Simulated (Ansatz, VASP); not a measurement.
## Al in VASP and in Ansatz

Contents of INCAR:

```
SYSTEM = Al
ALGO = Normal
EDIFF = 1E-6
ENCUT = 520
GGA = CA
ISIF = 2
ISMEAR = -1
LASPH = .True.
LCHARG = .False.
LREAL = .False.
LWAVE = .False.
NBANDS = 8
NELM = 100
PREC = Accurate
SIGMA = 0.1
```

The input KPOINTS:

```
k-points
0
Gamma
  13 13 13
  0 0 0
```

The input POSCAR:

```
Al
1.0
    2.6461718168      0.0000000000      0.0000000000
    0.0000000000      2.6461718168      0.0000000000
    0.0000000000      0.0000000000      2.6461718168
Al
1
Direct
    0.0000000000      0.0000000000      0.0000000000
```

Input for Ansatz:

```yaml
crystal:
  lattice:
    - [2.6461718168, 0.0, 0.0]
    - [0.0, 2.6461718168, 0.0]
    - [0.0, 0.0, 2.6461718168]
  atoms:
    - { symbol: Al, position: [0.0, 0.0, 0.0] }
hamiltonian:
  xc: lda
  pseudopotentials:
    kind: paw
    azcp:
      Al: "pseudopotentials/Al.paw.azcp"
basis:
  ecutwfc: 420
  fft_grid_basis: typed
kpoints:
  mp_grid: { grid: [13, 13, 13], shift: [0, 0, 0] }
magnetization:
  spin_polarized: false
scf:
  occupations: { method: fermi_dirac, width: 0.1 }
  lower_state_search: "off"
output:
  stress: true
```

Alike in both runs: task single point; functional LDA; k mesh 13 × 13 × 13; occupations fermi-dirac, width 0.1 eV; no spin polarisation.

|  | VASP | Ansatz |
| --- | --- | --- |
| version | VASP 6.6.1 | Ansatz 0.2.0 |
| potentials or method | VASP PAW LDA potentials, release 64 (Al) | plane waves (420 eV) with PAW, scalar-relativistic |
| plane-wave cutoff (eV) | 520 | 420 |
| valence electrons in the cell | 3 | 3 |

VASP gave:

* pressure (GPa): 2.9

Question: What did Ansatz give for the same quantities?

Answer: Pressure (GPa): 2.8.

Ansatz warned: «pseudo_functional_mismatch».
